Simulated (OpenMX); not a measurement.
The system is Se.

```
CELL_PARAMETERS angstrom
4.36620 0.00000 0.00000
-2.18310 3.78124 0.00000
0.00000 0.00000 4.95360
ATOMIC_POSITIONS crystal
Se 0.77460 0.77460 0.00000
Se 0.00000 0.22540 0.66667
Se 0.22540 0.00000 0.33333
```

Base run:

- Program: OpenMX 3.8.5
- Functional: PBE
- Dispersion: D3
- Potentials or basis: OpenMX 2013 PBE set, Se7.0-s3p2d2, grid cutoff 300 Ry
- k mesh: 5 × 5 × 5
- Occupations: fermi-dirac, width 0.05 eV
- Spin: no spin polarisation

Its results: band gap on the k mesh 1.24 eV, indirect (least direct gap 1.56 eV); pressure 2.8 GPa; largest force 1.126 eV/Å.

Q: The run is repeated on the same cell with these changes: dispersion from D3 to D4. What comes out?

A: Band gap on the k mesh 1.24 eV, indirect (least direct gap 1.56 eV); pressure 1.7 GPa; largest force 1.168 eV/Å.

Caveats: an odd mesh through Γ misses points on the zone boundary, where band edges often lie; the basis of atomic orbitals isn't converged, which shifts pressures, moduli and gaps; forces of over 1 eV/Å show positions far from the minimum, so gaps and moduli don't describe the material at rest.

Not every run made on this cell is shown here.
